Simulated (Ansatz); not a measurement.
Wanted: the native input for an Ansatz 0.2.0 run.

```
Task                : relaxation of cell and atoms
Functional          : PBE
Potentials or basis : Ansatz PAW
Cutoff              : 420 eV (not typed: the program's choice for these potentials)
k mesh              : 7 × 7 × 7
Occupations         : fermi-dirac, width 0.05 eV
Spin                : no spin polarisation
```

The system is Sn.

```
Sn
1.0
     0.00000    3.23334    3.23334
     3.23334    0.00000    3.23334
     3.23334    3.23334    0.00000
Sn
2
Direct
  0.75000 0.75000 0.75000
  0.50000 0.50000 0.50000
```

This isn't the form of Sn at room conditions, which is tetragonal (white tin).

The input as run:

input.yaml

```yaml
crystal:
  lattice:
    - [0.0, 3.2333428, 3.2333428]
    - [3.2333428, 0.0, 3.2333428]
    - [3.2333428, 3.2333428, 0.0]
  atoms:
    - { symbol: Sn, position: [0.75, 0.75, 0.75] }
    - { symbol: Sn, position: [0.5, 0.5, 0.5] }
hamiltonian:
  xc: pbe
  pseudopotentials: { kind: paw }
kpoints:
  mp_grid: { grid: [7, 7, 7] }
scf:
  occupations: { method: fermi_dirac, width: 0.05 }
output:
  forces: true
  stress: true
relax:
  f_tol: 0.01
  max_steps: 40
  cell: { stress_tol: 0.05 }
```

Potentials or basis: Ansatz PAW.

Launch:

```sh
$ ansatz run input.yaml --threads 2 --pin off --max-ram 5632MiB --backend cpu --events-out ev --progress --plain --runs-dir out
```

Results of the run:

| Item | Value |
| --- | --- |
| Relaxed volume | 36.86 Å³/atom |
| Relaxed cell | a = 4.707 Å, b = 4.707 Å, c = 4.707 Å, α = 60.00°, β = 60.00°, γ = 60.00° |
| Space group after relaxing (to 0.05 Å) | Fd-3m (No. 227) |
| Energy gained by relaxing | 33.6 meV/atom |
| Ionic steps | 5 |
| Pressure after relaxing | 0.0 GPa |

Caveat: the plane-wave basis is chosen anew once the cell has moved, so the energies of steps on either side of that aren't comparable.

It took 2.7 s on 2 threads of Intel(R) Xeon(R) Platinum 8488C (Sapphire Rapids), with other jobs on the host, peak memory 0.39 GiB.
